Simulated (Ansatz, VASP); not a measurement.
This is a calculation of ZnS (Wurtzite-4H) for Ansatz 0.2.0.

Contents of input.yaml:

```yaml
crystal:
  lattice:
    - [3.8227, 0.0, 0.0]
    - [-1.91135, 3.310555311, 0.0]
    - [0.0, 0.0, 12.52]
  atoms:
    - { symbol: Zn, position: [0.6666666667, 0.3333333333, 0.75] }
    - { symbol: Zn, position: [0.3333333333, 0.6666666667, 0.25] }
    - { symbol: Zn, position: [0.0, 0.0, 0.5] }
    - { symbol: Zn, position: [0.0, 0.0, 0.0] }
    - { symbol: S, position: [0.6666666667, 0.3333333333, 0.9375] }
    - { symbol: S, position: [0.3333333333, 0.6666666667, 0.4375] }
    - { symbol: S, position: [0.0, 0.0, 0.6875] }
    - { symbol: S, position: [0.0, 0.0, 0.1875] }
hamiltonian:
  xc: pbe
  pseudopotentials: { kind: paw }
kpoints:
  mp_grid: { grid: [8, 8, 3] }
scf:
  occupations: { method: gaussian, width: 0.012 }
output:
  forces: true
  stress: true
  eigenvalues: true
```

Potentials or basis: Ansatz PAW.

Launch:

```sh
$ ansatz run input.yaml --threads 4 --pin off --max-ram 11264MiB --backend cpu --events-out ev --progress --plain --runs-dir out
```

Task: Translate it to VASP 6.6.1. Potentials there: VASP PAW PBE potentials, release 64 (Zn, S).

Result: As run (the cutoff follows the program's own potentials):

INCAR

```
SYSTEM = ZnS
  ALGO = Fast
  EDIFF = 1E-7
  ENCUT = 520
  GGA = PE
  ISIF = 2
  ISMEAR = 0
  LASPH = .True.
  LCHARG = .False.
  LREAL = .False.
  LWAVE = .False.
  NELM = 100
  PREC = Accurate
  SIGMA = 0.012
```

File KPOINTS:

```
k-points
0
Gamma
  8 8 3
  0 0 0
```

Contents of POSCAR:

```
ZnS
1.0
    3.8227000000      0.0000000000      0.0000000000
   -1.9113500000      3.3105553110      0.0000000000
    0.0000000000      0.0000000000     12.5200000000
Zn S
4 4
Direct
    0.6666666667      0.3333333333      0.7500000000
    0.3333333333      0.6666666667      0.2500000000
    0.0000000000      0.0000000000      0.5000000000
    0.0000000000      0.0000000000      0.0000000000
    0.6666666667      0.3333333333      0.9375000000
    0.3333333333      0.6666666667      0.4375000000
    0.0000000000      0.0000000000      0.6875000000
    0.0000000000      0.0000000000      0.1875000000
```

Potentials or basis: VASP PAW PBE potentials, release 64 (Zn, S).

Launch:

```bash
$ cat potpaw_PBE.64/Zn/POTCAR potpaw_PBE.64/S/POTCAR > POTCAR
$ mpirun -np 1 vasp_std > vasp.out
```

Both were run:

|  | VASP | Ansatz | Ansatz less VASP |
| --- | --- | --- | --- |
| gap on the k mesh at the Fermi level (eV) | 2.13 | 2.13 | -0.005 |
| least direct gap on the mesh (eV) | 2.13 | 2.13 | -0.005 |
| pressure (GPa) | 1.6 | 1.3 | -0.24 |
| largest component of the traceless stress (GPa) | 0.09 | 0.09 | +0.003 |
| rms of the force components (eV/Å) | 0.015 | 0.015 | -0.0002 |

Atom by atom the forces differ by 0.000 eV/Å (rms over components).

Caveats: an odd mesh through Γ misses points on the zone boundary, where band edges often lie (VASP); odd divisions of the mesh miss points on the zone boundary, where band edges often lie, so the gap on the mesh can be too wide (Ansatz).
